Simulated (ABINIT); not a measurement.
AlN:

```
Al N
1.0
     0.00000    2.18399    2.18399
     2.18399    0.00000    2.18399
     2.18399    2.18399    0.00000
Al N
1 1
Direct
  0.00000 0.00000 0.00000
  0.25000 0.25000 0.25000
```

Measurements of this composition are mostly on another form, of space group No. 186.

Program: ABINIT 10.8.3 (patched build). Alike in all runs: task band structure; no spin polarisation; cell as given; k mesh 10 × 10 × 10; smearing fermi-dirac 0.05 eV.

Task: Order these runs on this cell by their band gap on the k mesh, lowest first.
A. level r2SCAN; potentials or basis JTH PAW LDA v2.0; cutoff (eV) 816; fine-grid cutoff 1414.99 eV
B. level HCTH407; potentials or basis JTH PAW PBE v2.0; cutoff (eV) 680; fine-grid cutoff 1278.94 eV
C. level WC; potentials or basis PseudoDojo NC SR PBEsol v0.4.1 standard; cutoff (eV) 1143

Result: C (3.22 eV), B (3.71 eV), A (3.90 eV).

A k mesh can miss the band edges.
